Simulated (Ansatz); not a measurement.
# Optical response of ZnGeP2

Wanted: where ZnGeP2 starts to absorb, how strongly, and its refractive index. The cell comes from an older database entry, whose edges can differ from later determinations, mostly by under a per cent.

Calculated with Ansatz 0.2.0; DFT, PBE, plane-wave PAW, default files, scalar-relativistic, independent-particle optical response without local fields.

Report form: the programs' logs are mostly left out.

The database entry behind the starting cell differs from later determinations by our own check (c about 0.5 % long), so it need not match the best structure at ambient conditions.

## 1. The structure

It takes space group I-42d (No. 122, tetragonal). Conventional cell: a = 5.460 Å, b = 5.460 Å, c = 10.760 Å, α = 90.00°, β = 90.00°, γ = 90.00°. Nearest to Ge lie 4 P at 2.31 Å. Nearest to Zn lie 4 P at 2.40 Å. P has 2 Ge at 2.31 Å and 2 Zn at 2.40 Å nearest. Farther neighbours are not listed.

## 2. Ground state and bands

The self-consistent density comes first; it also tells whether there is a gap, which decides the occupations and the need for a Drude term.

This step: DFT, PBE, plane-wave PAW, default files, scalar-relativistic, ground state (Ansatz 0.2.0).

input.yaml reads:

```yaml
crystal:
  lattice:
    - [-2.73, 2.73, 5.38]
    - [2.73, -2.73, 5.38]
    - [2.73, 2.73, -5.38]
  atoms:
    - { symbol: Ge, position: [0.25, 0.75, 0.5] }
    - { symbol: Ge, position: [0.5, 0.5, 0.0] }
    - { symbol: Zn, position: [0.75, 0.25, 0.5] }
    - { symbol: Zn, position: [0.0, 0.0, 0.0] }
    - { symbol: P, position: [0.139, 0.625, 0.014] }
    - { symbol: P, position: [0.875, 0.861, 0.486] }
    - { symbol: P, position: [0.611, 0.125, 0.986] }
    - { symbol: P, position: [0.375, 0.389, 0.514] }
kpoints:
  mp_grid: { grid: [6, 6, 6] }
  band_path:
    path:
      - [[0.0, 0.0, 0.0], [0.5, -0.5, 0.0], [0.5, -0.5, 0.12874511], [0.31437256, -0.31437256, 0.31437256], [0.0, 0.0, 0.0], [0.5, 0.5, -0.5], [0.68562744, 0.31437256, -0.31437256], [0.5, 0.0, 0.0], [0.75, -0.25, -0.25], [0.87125489, 0.12874511, -0.5], [0.5, 0.5, -0.5]]
      - [[0.5, -0.5, 0.0], [0.75, -0.25, -0.25]]
    npoints: 5
scf:
  occupations: { method: fermi_dirac, width: 0.05 }
  n_extra_bands: 12
hamiltonian:
  xc: pbe
  pseudopotentials: { kind: paw }
output:
  forces: true
  stress: true
  populations: true
  write_bands: true
  write_density: true
  write_potential: true
  elf: true
  volumetric_format: npy
```

On the command line:

```bash
$ ansatz run input.yaml --threads 4 --pin off --max-ram 8192MiB --backend cpu --events-out ev --progress --plain --runs-dir out
```

Run time: 15 s. Hardware: 4 threads of Arm Neoverse V1, shared host; peak memory 0.71 GiB.

Read-outs, printed or worked out from the files:

* free energy: -18252.4898 eV
* Fermi energy: 7.905 eV
* gap by band count: 1.385 eV
* electrons: 72
* symmetry operations: 8
* pressure: 2.301 GPa
* volume: 160.4 Å³
* gap on the path: 1.336 eV
* least direct gap on the path: 1.485 eV

There is a gap, 1.34 eV on the path, so no carriers' term is needed. The cell is left with a pressure of 2.3 GPa and forces up to 0.71 eV/Å, as it stands unrelaxed at this level.

Electronic bands along the path, in eV, zero at the Fermi level; v1 is the highest filled band, c1 the lowest empty one:

| point | v4 | v3 | v2 | v1 | c1 | c2 | c3 | c4 |
| --- | --- | --- | --- | --- | --- | --- | --- | --- |
| Γ | -3.04 | -0.72 | -0.72 | -0.66 | 0.82 | 0.85 | 1.17 | 2.56 |
| 0.40 of the way | -2.90 | -2.33 | -1.56 | -0.86 | 1.25 | 1.54 | 2.43 | 2.92 |
| X | -1.75 | -1.75 | -1.33 | -1.33 | 0.72 | 0.72 | 2.47 | 2.47 |
| 0.60 of the way | -1.79 | -1.79 | -1.48 | -1.48 | 0.87 | 0.87 | 2.75 | 2.75 |
| Y | -1.85 | -1.85 | -1.66 | -1.66 | 1.09 | 1.09 | 2.91 | 2.91 |
| 0.60 of the way | -2.73 | -2.60 | -1.76 | -1.46 | 1.22 | 1.82 | 2.06 | 2.62 |
| S | -2.90 | -2.68 | -1.76 | -1.39 | 0.88 | 1.95 | 2.04 | 2.47 |
| 0.60 of the way | -2.86 | -2.13 | -1.39 | -1.19 | 1.56 | 1.92 | 2.15 | 2.44 |
| Γ | -3.04 | -0.72 | -0.72 | -0.66 | 0.82 | 0.85 | 1.17 | 2.56 |
| 0.60 of the way | -2.68 | -2.42 | -1.55 | -1.55 | 1.01 | 1.25 | 1.63 | 1.67 |
| Z | -2.53 | -2.53 | -1.86 | -1.86 | 0.80 | 0.80 | 0.96 | 0.96 |
| 0.40 of the way | -2.77 | -2.27 | -2.13 | -1.76 | 0.67 | 1.16 | 1.27 | 1.37 |
| S1 | -2.90 | -2.68 | -1.76 | -1.39 | 0.88 | 1.95 | 2.04 | 2.47 |
| 0.40 of the way | -2.93 | -2.60 | -1.95 | -1.29 | 1.13 | 1.98 | 2.10 | 2.85 |
| N | -2.96 | -2.43 | -2.19 | -1.52 | 1.78 | 1.93 | 2.25 | 3.38 |
| 0.40 of the way | -2.54 | -2.24 | -1.99 | -1.64 | 1.47 | 1.83 | 2.27 | 3.27 |
| P | -1.73 | -1.73 | -1.66 | -1.66 | 1.39 | 1.39 | 2.22 | 2.22 |
| 0.40 of the way | -1.85 | -1.77 | -1.58 | -1.54 | 0.99 | 1.32 | 2.43 | 2.47 |
| Y1 | -1.85 | -1.85 | -1.66 | -1.66 | 1.09 | 1.09 | 2.91 | 2.91 |
| 0.40 of the way | -2.26 | -2.26 | -1.94 | -1.94 | 1.37 | 1.37 | 2.09 | 2.09 |
| Z | -2.53 | -2.53 | -1.86 | -1.86 | 0.80 | 0.80 | 0.96 | 0.96 |
| jump to X | -1.75 | -1.75 | -1.33 | -1.33 | 0.72 | 0.72 | 2.47 | 2.47 |
| 0.40 of the way | -1.75 | -1.75 | -1.46 | -1.46 | 0.94 | 0.94 | 2.42 | 2.42 |
| P | -1.73 | -1.73 | -1.66 | -1.66 | 1.39 | 1.39 | 2.22 | 2.22 |

Electrostatic potential energy in the ac plane of the conventional cell at fractional y = 0.000, with atoms of Ge and Zn within 0.2 Å of it. With pseudopotentials it is smooth inside the atoms' cores, unlike the true potential.

Values in eV, 24 rows by 15 columns, each cell a mean:
```
-33 -25  -6   7  10  11  11  11  11  11  11   9   2 -17 -31
-14  -6   5   9  10  11  11  11  11  11  10  10   7  -1 -11
  7   8   9  10  10  10  10  10  10  10  10  10   9   8   7
 10  10  10  10   9   8   5   2   3   7   9  10  10  10  10
 11  11  11  10   8   0 -15 -23 -20  -7   6   9  11  11  11
 11  11  11  10   7 -10 -29 -34 -33 -20   2   9  11  11  11
 11  11  11  10   7  -7 -26 -33 -30 -16   3   9  11  11  11
 11  11  10  10   9   4  -6 -14 -11   0   7   9  10  10  11
  9   9   9   9   9   9   8   7   7   8   9   9   9   9   9
 -1   2   6   8   9  10  10  10  10  10   9   9   7   4   0
-24 -16  -2   6   9  10  11  11  11  11  10   8   3 -10 -22
-34 -28 -11   5   9  11  11  11  11  11  10   7  -3 -22 -33
-32 -25  -9   5   9  10  11  11  11  11  10   8  -1 -19 -30
-16  -9   2   7   9  10  10  11  11  10   9   8   5  -4 -14
  5   6   7   8   8   9   9   9   9   9   8   8   7   7   5
 10  10   9   8   7   6   2  -1   0   4   7   8   9   9  10
 11  11  10   9   6  -3 -17 -24 -21  -9   3   8  10  10  11
 11  11  11   9   4 -12 -29 -34 -32 -21  -2   8  10  11  11
 11  11  10   9   5 -10 -26 -32 -30 -18   0   8  10  11  11
 11  11  10   9   7   1  -9 -16 -13  -3   5   8  10  11  11
 10  10  10   9   8   7   6   4   5   7   8   9   9  10  10
  2   5   8   9   9  10  10  10  10  10   9   9   9   7   3
-23 -14   1   8  10  11  11  11  11  11  10   9   6  -7 -21
-34 -28  -9   7  10  11  11  11  11  11  11   9   1 -21 -33
```

Valence density in the ac plane of the conventional cell at fractional y = 0.000, with atoms of Ge and Zn within 0.2 Å of it. It is the smooth field of the valence electrons, not physical close to the nuclei.

Ten steps, logarithmic in the rise over the least value, from '_' (0 e/Å³) to '@' (34 e/Å³), each cell a mean:
```
%%++::__________________..--##
--::..____________________..::
______________________________
____________......____________
__________..--++==::..________
__________::**@@%%--..________
__________::++%%##--..________
__________..::--::....________
______________________________
......__________________......
++--..__________________..::==
@@**::..________________..==%%
%%++::..________________..--##
--::....________________....::
........________________......
________..............________
________....--++==::..________
________..::**@@%%==..________
________..::++%%##--..________
__________..::--::....________
____________........__________
....______________________....
++--..__________________..::==
@@**::__________________..==%%
```

## 3. Spectrum

The spectrum is a sum over vertical transitions between filled and empty bands at the fixed density, so many empty bands are needed.

This step: DFT, PBE, plane-wave PAW, default files, scalar-relativistic, independent-particle optical response without local fields (Ansatz 0.2.0).

input.yaml, the sections that differ from step 2:

```yaml
kpoints:
  mp_grid: { grid: [6, 6, 6] }
scf:
  occupations: { method: fixed }
output:
  optics:
    e_range: [0, 14]
    de: 0.05
    sigma: 0.15
    nscf_kmesh: { grid: [6, 6, 6] }
    bands: { spectra_wanted_up_to: 14 }
# crystal, hamiltonian: as in step 2
```

Elapsed: 1.9 min, on 4 threads; peak memory 1.7 GiB; 7.2 min of CPU time.

Read-outs, printed or worked out from the files:

* electronic dielectric constant ε∞, mean over x, y and z (by symmetry where fewer were run): 12.24
* absorption onset, first axis (α over 10⁴ cm⁻¹, or the direct gap if that lies higher): 1.618 eV
* main peak of Im epsilon, first axis: 4.420 eV
* photocurrent from vertical transitions in a film 500 nm thick on a perfect mirror (two passes), AM1.5G, no front reflection, all carriers collected: 25.59 mA/cm²
* least direct gap on the mesh: 1.485 eV
* bands summed: 87
* spectra valid up to: 19.88 eV
* program's estimate of the k-sum error in Im epsilon: 0.06 %
* electrons in the f-sum: 32.89

Table of Im ε by photon energy; read off at these points:

| photon energy (eV) | E ∥ x or y | E ∥ z |
| --- | --- | --- |
| 1.00 | 0 | 0 |
| 1.50 | 0.168 | 0.310 |
| 2.00 | 2.21 | 3.21 |
| 2.50 | 13.7 | 12.6 |
| 3.00 | 11.6 | 11.6 |
| 3.50 | 13.1 | 16.5 |
| 3.85 | 17.1 | 23.3 |
| 4.00 | 18.1 | 22.3 |
| 4.40 | 19.5 | 16.0 |
| 4.50 | 19.3 | 15.8 |
| 5.00 | 14.8 | 10.8 |
| 5.50 | 13.6 | 12.1 |
| 6.00 | 8.99 | 10.2 |
| 6.50 | 7.03 | 7.52 |
| 7.00 | 5.31 | 5.29 |
| 7.50 | 3.70 | 3.98 |
| 8.00 | 3.05 | 2.82 |
| 8.50 | 2.79 | 2.61 |
| 9.00 | 2.26 | 2.14 |
| 9.50 | 1.94 | 1.80 |
| 10.00 | 1.63 | 1.68 |
| 10.50 | 1.36 | 1.45 |
| 11.00 | 1.06 | 1.16 |
| 11.50 | 0.906 | 0.965 |
| 12.00 | 0.787 | 0.870 |
| 12.50 | 0.725 | 0.771 |
| 13.00 | 0.553 | 0.573 |
| 13.50 | 0.477 | 0.467 |
| 14.00 | 0.419 | 0.420 |

Re ε against photon energy:

| photon energy (eV) | E ∥ x or y | E ∥ z |
| --- | --- | --- |
| 0.0 | 12.1 | 12.5 |
| 0.5 | 12.3 | 12.7 |
| 1.0 | 13.2 | 13.6 |
| 1.5 | 15.2 | 16.0 |
| 2.0 | 20.0 | 21.6 |
| 2.5 | 15.8 | 14.2 |
| 3.0 | 12.5 | 13.7 |
| 3.5 | 12.1 | 13.7 |
| 4.0 | 8.59 | 3.39 |
| 4.5 | 2.11 | -1.41 |
| 5.0 | -0.819 | -1.27 |
| 5.5 | -5.45 | -1.37 |
| 6.0 | -5.23 | -4.83 |
| 6.5 | -5.00 | -4.66 |
| 7.0 | -4.88 | -4.93 |
| 7.5 | -4.27 | -4.45 |
| 8.0 | -3.21 | -3.53 |
| 8.5 | -2.90 | -2.77 |
| 9.0 | -2.57 | -2.54 |
| 9.5 | -2.23 | -2.01 |
| 10.0 | -2.05 | -1.92 |
| 10.5 | -1.84 | -1.70 |
| 11.0 | -1.56 | -1.53 |
| 11.5 | -1.30 | -1.29 |
| 12.0 | -1.11 | -1.10 |
| 12.5 | -0.957 | -0.984 |
| 13.0 | -0.815 | -0.847 |
| 13.5 | -0.641 | -0.653 |
| 14.0 | -0.490 | -0.484 |

The refractive index n and extinction k by photon energy:

| photon energy (eV) | n, E ∥ x or y | k, E ∥ x or y | n, E ∥ z | k, E ∥ z |
| --- | --- | --- | --- | --- |
| 0 | 3.48 | 0 | 3.53 | 0 |
| 1 | 3.63 | 0 | 3.69 | 0 |
| 2 | 4.48 | 0.247 | 4.66 | 0.344 |
| 3 | 3.84 | 1.51 | 3.97 | 1.45 |
| 4 | 3.78 | 2.39 | 3.60 | 3.10 |
| 5 | 2.65 | 2.80 | 2.19 | 2.47 |
| 6 | 1.61 | 2.80 | 1.80 | 2.84 |
| 7 | 1.08 | 2.46 | 1.07 | 2.47 |
| 8 | 0.780 | 1.95 | 0.702 | 2.01 |
| 9 | 0.653 | 1.73 | 0.625 | 1.71 |
| 10 | 0.532 | 1.53 | 0.562 | 1.50 |
| 11 | 0.403 | 1.31 | 0.442 | 1.31 |
| 12 | 0.354 | 1.11 | 0.388 | 1.12 |
| 13 | 0.291 | 0.949 | 0.296 | 0.967 |
| 14 | 0.278 | 0.753 | 0.280 | 0.750 |

The reflectivity at normal incidence has structure finer than the step of the table below, so its rows give means over 0.5 eV, whole bins alone (the curve runs from 0 to 14 eV). Peaks (eV: height): E ∥ x or y 2.30: 44.9, 7.45: 60.0, 10.75: 56.6; E ∥ z 2.25: 45.5, 4.15: 53.9, 7.60: 60.5, 12.90: 54.8.

The reflectivity at normal incidence by photon energy; means over each step:

| photon energy (eV) | E ∥ x or y (%) | E ∥ z (%) |
| --- | --- | --- |
| 0.5 | 31.1 | 31.7 |
| 1.0 | 32.3 | 33.0 |
| 1.5 | 35.1 | 36.0 |
| 2.0 | 40.7 | 42.0 |
| 2.5 | 43.4 | 42.6 |
| 3.0 | 40.5 | 41.4 |
| 3.5 | 42.3 | 46.3 |
| 4.0 | 46.8 | 52.9 |
| 4.5 | 50.8 | 52.0 |
| 5.0 | 50.8 | 47.0 |
| 5.5 | 56.1 | 48.0 |
| 6.0 | 56.1 | 54.5 |
| 6.5 | 56.4 | 55.5 |
| 7.0 | 58.3 | 58.4 |
| 7.5 | 59.5 | 59.6 |
| 8.0 | 55.4 | 58.9 |
| 8.5 | 54.0 | 54.5 |
| 9.0 | 54.5 | 55.1 |
| 9.5 | 53.6 | 52.2 |
| 10.0 | 54.5 | 51.7 |
| 10.5 | 55.5 | 52.0 |
| 11.0 | 56.2 | 53.2 |
| 11.5 | 54.5 | 52.6 |
| 12.0 | 53.3 | 50.9 |
| 12.5 | 52.2 | 51.3 |
| 13.0 | 54.3 | 54.5 |
| 13.5 | 52.3 | 53.3 |

Values under 1 per cm are given as 1. The absorption coefficient by photon energy:

| photon energy (eV) | E ∥ x or y (1/cm) | E ∥ z (1/cm) |
| --- | --- | --- |
| 0.000 | 1 | 1 |
| 0.500 | 1 | 1 |
| 1.000 | 1 | 1 |
| 1.500 | 3272 | 5893 |
| 2.000 | 50131 | 69805 |
| 2.500 | 4.0e5 | 3.9e5 |
| 3.000 | 4.6e5 | 4.4e5 |
| 3.500 | 6.0e5 | 7.0e5 |
| 4.000 | 9.7e5 | 1.3e6 |
| 4.500 | 1.3e6 | 1.3e6 |
| 5.000 | 1.4e6 | 1.2e6 |
| 5.500 | 1.8e6 | 1.4e6 |
| 6.000 | 1.7e6 | 1.7e6 |
| 6.500 | 1.7e6 | 1.7e6 |
| 7.000 | 1.7e6 | 1.7e6 |
| 7.500 | 1.7e6 | 1.7e6 |
| 8.000 | 1.6e6 | 1.6e6 |
| 8.500 | 1.6e6 | 1.6e6 |
| 9.000 | 1.6e6 | 1.6e6 |
| 9.500 | 1.5e6 | 1.5e6 |
| 10.000 | 1.5e6 | 1.5e6 |
| 10.500 | 1.5e6 | 1.5e6 |
| 11.000 | 1.5e6 | 1.5e6 |
| 11.500 | 1.4e6 | 1.4e6 |
| 12.000 | 1.4e6 | 1.4e6 |
| 12.500 | 1.3e6 | 1.3e6 |
| 13.000 | 1.2e6 | 1.3e6 |
| 13.500 | 1.2e6 | 1.2e6 |
| 14.000 | 1.1e6 | 1.1e6 |

At chosen wavelengths:

| wavelength (nm) | n xy | k xy | R (%) xy | 1/α xy | n z | k z | R (%) z | 1/α z |
| --- | --- | --- | --- | --- | --- | --- | --- | --- |
| 1064 | 3.69 | 0.000 | 32.9 | over 1 mm | 3.76 | 0.000 | 33.7 | over 1 mm |
| 800 | 3.95 | 0.036 | 35.5 | 1.8 µm | 4.04 | 0.057 | 36.4 | 1.1 µm |
| 633 | 4.39 | 0.207 | 39.7 | 243 nm | 4.56 | 0.275 | 41.2 | 183 nm |
| 405 | 3.85 | 1.514 | 40.3 | 21 nm | 4.01 | 1.440 | 41.0 | 22 nm |
| 365 | 3.84 | 1.678 | 41.5 | 17 nm | 4.20 | 1.879 | 45.1 | 15 nm |
| 308 | 3.75 | 2.409 | 47.1 | 10 nm | 3.54 | 3.118 | 53.3 | 7.9 nm |
| 248 | 2.65 | 2.798 | 49.9 | 7.1 nm | 2.19 | 2.467 | 46.1 | 8.0 nm |

Rows near the edge hang on the gap, which this functional as a rule makes too small, and phonon-assisted absorption is left out.

At 1064 nm the birefringence n(z) − n(x) is +0.073: the crystal is uniaxial positive at this level.

The f-sum over the summed bands holds 32.9 of the cell's 72 electrons outside the frozen cores, 22 of which lie in bands more than 12 eV below the Fermi level, whose transitions come at higher energies. Up to 14 eV the strength has a mean oscillator energy of 4.7 eV, close to the main peak.

## 4. Static response with local fields

Perturbation theory gives the static response with local fields and the functional's kernel, and it needs no empty bands.

This step: DFT, PBE, plane-wave PAW, default files, scalar-relativistic, static field response by perturbation theory with local fields (Ansatz 0.2.0).

Edit input.yaml of step 3 so:

```diff
@@ -21,8 +21,2 @@
   pseudopotentials: { kind: paw }
-output:
-  optics:
-    e_range: [0, 14]
-    de: 0.05
-    sigma: 0.15
-    nscf_kmesh: { grid: [6, 6, 6] }
-    bands: { spectra_wanted_up_to: 14 }
+dielectric: {}
```

It took 4.4 min on 4 threads; peak memory 3.7 GiB.

This step gave:

```
electronic dielectric constant ε∞, mean over x, y and z (by symmetry where fewer were run) : 11.64
```

ε∞ with local fields:

```
11.51  0.00  0.00
 0.00 11.51  0.00
 0.00  0.00 11.92
```

Diagonal elements. Born, by row:

| atom | Z*xx (e) | Z*yy (e) | Z*zz (e) |
| --- | --- | --- | --- |
| Ge1 | 2.065 | 2.065 | 2.301 |
| Ge2 | 2.065 | 2.065 | 2.301 |
| Zn3 | 1.785 | 1.785 | 1.562 |
| Zn4 | 1.785 | 1.785 | 1.562 |
| P5 | -2.009 | -1.841 | -1.931 |
| P6 | -1.841 | -2.009 | -1.931 |
| P7 | -2.009 | -1.841 | -1.931 |
| P8 | -1.841 | -2.009 | -1.931 |

Mean Born charges are Ge +2.14, Zn +1.71 and P -1.93, against formal valences of +4, +2 and -3. They fall short of the ionic values, as in covalent bonds.

## 5. Results

| Property | Result |
| --- | --- |
| gap on the path | 1.34 eV |
| least direct gap on the path | 1.49 eV |
| electronic dielectric constant ε∞, mean over x, y and z (by symmetry where fewer were run) (independent particles) | 12.2 |
| absorption onset, first axis (α over 10⁴ cm⁻¹, or the direct gap if that lies higher) | 1.62 eV |
| main peak of Im epsilon, first axis | 4.42 eV |
| photocurrent from vertical transitions in a film 500 nm thick on a perfect mirror (two passes), AM1.5G, no front reflection, all carriers collected | 25.6 mA/cm² |
| electronic dielectric constant ε∞, mean over x, y and z (by symmetry where fewer were run) (static response with local fields) | 11.6 |

**Reading.** At this level (PBE, independent particles) ZnGeP2 has a mean ε∞ = 12.2 (11.6 with local fields) and n = 3.57 at 1550 nm (E ∥ x); absorption sets in near 1.6 eV, and Im ε peaks at 4.4 eV (E ∥ x). The gap is indirect (1.34 eV), so absorption without phonons can begin only at the direct gap of 1.49 eV. The absorption coefficient passes 10⁴ cm⁻¹ at 1.62 eV, in the infrared, so it absorbs across the visible. Distinct maxima of Im ε, read by a parabola through the highest points, lie at 2.48 eV (14) and 4.42 eV (19) for E ∥ x or y. The static values by axis are 12.12 (xy), 12.49 (z). The f-sum over the summed bands holds 32.9 of the cell's 72 electrons outside the frozen cores, 22 of which lie in bands more than 12 eV below the Fermi level, whose transitions come at higher energies. Up to 14 eV the strength has a mean oscillator energy of 4.7 eV, close to the main peak. At 1064 nm the birefringence n(z) − n(x) is +0.073: the crystal is uniaxial positive at this level. With local fields and the functional's kernel the static response is 11.6 against 12.2 for independent particles (-5 %). In the base spectrum excitons and phonon-assisted transitions are missing, and so are local fields; PBE gaps are as a rule too small, which pulls the onset down and ε∞ up. In the base run ε includes the program's bounded estimate of what the bands above those summed add.

[Logs are printed without paths, hosts, clocks, repeated set-up lines and the standing remarks that a program may print on its own settings, such as how far it seeks lower states.]

[Hosts, paths, dates, database ids (printed as entryN), source tags and the programs' standing remarks are cut or masked in the printed files.]
